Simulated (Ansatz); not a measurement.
# C: the cost of one run

Computed with Ansatz 0.2.0 (DFT PBE, scalar-relativistic, plane waves, PAW, unless a step's input says otherwise).

## 1. Starting point

Symmetry: P4/mmm, No. 123, tetragonal system. Conventional cell: a = 1.706 Å, b = 1.706 Å, c = 1.915 Å, α = 90.00°, β = 90.00°, γ = 90.00°. Around C (site symmetry 4/mmm) lie 6 C at 1.71 to 1.91 Å.

Structure file:

```cif
data_structure
_symmetry_space_group_name_H-M 'P 1'
_symmetry_Int_Tables_number 1
_cell_length_a 1.7062
_cell_length_b 1.7062
_cell_length_c 1.9148
_cell_angle_alpha 90.000
_cell_angle_beta 90.000
_cell_angle_gamma 90.000
_cell_volume 5.57
loop_
_atom_site_label
_atom_site_type_symbol
_atom_site_fract_x
_atom_site_fract_y
_atom_site_fract_z
_atom_site_occupancy
C1 C 0.50000 0.50000 0.00000 1
```

The cell is invented: random cell by space group and Wyckoff sites (P4/mmm, No. 123). The dimensions are guesses.

## 2. Probe: one point on a coarse mesh

File input.yaml:

```yaml
crystal:
  lattice:
    - [1.70621864, 0.0, 0.0]
    - [0.0, 1.70621864, 0.0]
    - [0.0, 0.0, 1.91483317]
  atoms:
    - { symbol: C, position: [0.5, 0.5, 0.0] }
basis:
  ecutwfc: 420
kpoints:
  mp_grid: { grid: [10, 10, 8] }
hamiltonian:
  xc: pbe
scf:
  occupations: { method: gaussian, width: 0.1 }
  lower_state_search: "off"
output:
  forces: true
  stress: true
  eigenvalues: true
```

The run is started by

```bash
ansatz run input.yaml --threads 1 --pin off --max-ram 2560MiB --backend cpu --events-out ev --progress --plain --runs-dir out
```

Q: Estimate wall time and peak memory on 1 thread of Intel Xeon at 2.50GHz (Skylake/Cascade Lake), shared host.

About 1.3 s, with a peak of 0.26 GiB.
